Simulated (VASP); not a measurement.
Here is a VASP 6.6.1 calculation.

Contents of POSCAR:

```
CdTe
1.0
    0.0000000000      3.2405000000      3.2405000000
    3.2405000000      0.0000000000      3.2405000000
    3.2405000000      3.2405000000      0.0000000000
Cd Te
1 1
Direct
    0.0000000000      0.0000000000      0.0000000000
    0.2500000000      0.2500000000      0.2500000000
```

The input INCAR.step1:

```
SYSTEM = CdTe
  PREC = Accurate
  ENCUT = 520
  EDIFF = 1E-5
  ISMEAR = 0
  SIGMA = 0.02
  LREAL = .FALSE.
  LASPH = .TRUE.
  NELM = 60
  ALGO = Normal
  ISIF = 2
  LWAVE = .TRUE.
  LCHARG = .FALSE.
  LNONCOLLINEAR = .TRUE.
  MAGMOM = 0 0 0 0 0 0
  LORBIT = 11
  LSORBIT = .TRUE.
  GGA_COMPAT = .FALSE.
  GGA = PE
```

INCAR.step2

```
SYSTEM = CdTe
  PREC = Accurate
  ENCUT = 520
  EDIFF = 1E-7
  ISMEAR = 0
  SIGMA = 0.02
  LREAL = .FALSE.
  LASPH = .TRUE.
  NELM = 60
  ALGO = Normal
  ISIF = 2
  LWAVE = .FALSE.
  LCHARG = .FALSE.
  LNONCOLLINEAR = .TRUE.
  MAGMOM = 0 0 0 0 0 0
  LORBIT = 11
  LSORBIT = .TRUE.
  GGA_COMPAT = .FALSE.
  METAGGA = MBJ
  ISTART = 1
```

KPOINTS

```
Automatic mesh
0
G
  8 8 8
  0 0 0
```

Potentials or basis: VASP PAW PBE potentials, release 64 (Cd, Te).

Run with:

```sh
$ cat potpaw_PBE.64/Cd/POTCAR potpaw_PBE.64/Te/POTCAR > POTCAR
$ cp INCAR.step1 INCAR
$ mpirun -np 1 vasp_ncl > vasp.out
$ cp INCAR.step2 INCAR
$ mpirun -np 1 vasp_ncl > vasp.out
```

**Question.** Predict the net moment.

**Answer.** 0.00 μB per cell.

Moments on the atoms (μB; x, y, z):
```
Cd  0.00 0.00 0.00
Te  0.00 0.00 0.00
```
